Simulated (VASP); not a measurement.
A run of VASP 6.6.1 is set up as follows.

Contents of INCAR:

```
ALGO = Normal
EDIFF = 1E-6
ENCUT = 520
GGA = PS
ISIF = 2
ISMEAR = 0
LASPH = True
LCHARG = False
LREAL = False
LWAVE = False
NBANDS = 14
NELM = 100
PREC = Accurate
SIGMA = 0.02
```

The input KPOINTS:

```
k-points
0
Gamma
  6 6 6
```

Contents of POSCAR:

```
NaCl
1.0
    3.6009517580      0.0000000000      0.0000000000
    0.0000000000      3.6009517580      0.0000000000
    0.0000000000      0.0000000000      3.5484189080
Na Cl
1 1
Direct
    0.0000000000      0.0000000000      0.0285535622
    0.5000000000      0.5000000000      0.4714464378
```

Potentials or basis: VASP PAW PBE potentials, release 64 (Na_pv, Cl).

Run with:

```console
$ cat potpaw_PBE.64/Na_pv/POTCAR potpaw_PBE.64/Cl/POTCAR > POTCAR
$ mpirun -np 1 vasp_std > vasp.out
```

Question: Estimate the largest force.

Answer: 0.015 eV/Å.

Question: What does it give for the band gap on the k mesh?

Answer: 3.59 eV, indirect (least direct gap 4.01 eV).

Question: Predict the pressure.

Answer: -2.3 GPa.

Forces on the atoms (eV/Å):
```
Na   0.000  0.000 -0.015
Cl   0.000  0.000  0.015
```

Caveat: the PAW data sets were made with another functional, which shifts forces and pressure a little. A k mesh can miss the band edges.
